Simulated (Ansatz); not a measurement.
Clean, relaxed (101) surface of WC, space group P-6m2 (No. 187) (top face towards +c; atoms held fixed, by place in the list: 1, 2, 3, 4):

```yaml
crystal:
  lattice:
    - [2.89841, 0.00000, 0.00000]
    - [-1.44921, 3.78100, 0.00000]
    - [0.00000, 0.00000, 22.94437]
  atoms:
    - { symbol: W, position: [0.72036, 0.44073, 0.37046] }
    - { symbol: C, position: [0.00709, 0.01418, 0.38410] }
    - { symbol: W, position: [0.44073, 0.88145, 0.45228] }
    - { symbol: C, position: [0.72745, 0.45490, 0.46591] }
    - { symbol: W, position: [0.16071, 0.32195, 0.53469] }
    - { symbol: C, position: [0.44510, 0.89103, 0.54720] }
    - { symbol: W, position: [0.87611, 0.75293, 0.61495] }
    - { symbol: C, position: [0.18070, 0.36178, 0.62715] }
```

Level of theory: DFT PBEsol, scalar-relativistic, plane waves, PAW in Ansatz 0.2.0. Cutoff 420 eV; k points 11×8×1 on the computed 8-atom cell (Γ-centred); Gaussian smearing, width 0.10 eV; no spin polarisation. A dipole correction removes the field between periodic images along c.

C (atom) is adsorbed on the top face, one adsorbate per 11.0 Å², and relaxed from 3 starting sites (fractions of a and b). The adsorption energy is E(slab + adsorbate) − E(slab) − E(free adsorbate, spin-polarised where open-shell). Heights count from the highest slab atom after relaxation. Δφ is the top face's. Δp counts per cell along +c. Bonded neighbours lie within 1.25 times the sum of covalent radii (1.35 for H) and, on that scale, within 12 % of the closest. With the adsorbate the cell is lengthened along c to keep the vacuum.

```
                       start ends at E_ads (eV) height (Å) shortest contact  Δφ (eV)  Δp (e·Å)
     top (C) at (0.18, 0.36) (0.29, 0.58), 3 bonded neighbours (C and W)       -7.30        0.99        C–C 1.39 Å    +1.46    -0.085
hollow (W-C) at (0.53, 0.06) (0.60, 0.20), 5 bonded neighbours (C and W)       -7.24        0.66        C–C 1.66 Å    +1.21    -0.068
bridge (C-W) at (0.03, 0.06) (0.07, 0.13), 2 bonded neighbours (C and W)       -7.05        1.02        C–C 1.36 Å    +1.83    -0.105
```

Among the sites tried, the lowest end comes from the top (C) at (0.18, 0.36) start; other sites may lie lower.

Each end is the local minimum or symmetric point that its start leads to. The slab is only 5.9 Å thick, so the energies aren't converged with thickness.

For at least one of the starts the bottom face's work function also shifts by over 0.1 eV: the slab is too thin to screen the adsorbate, so the work functions aren't converged with thickness.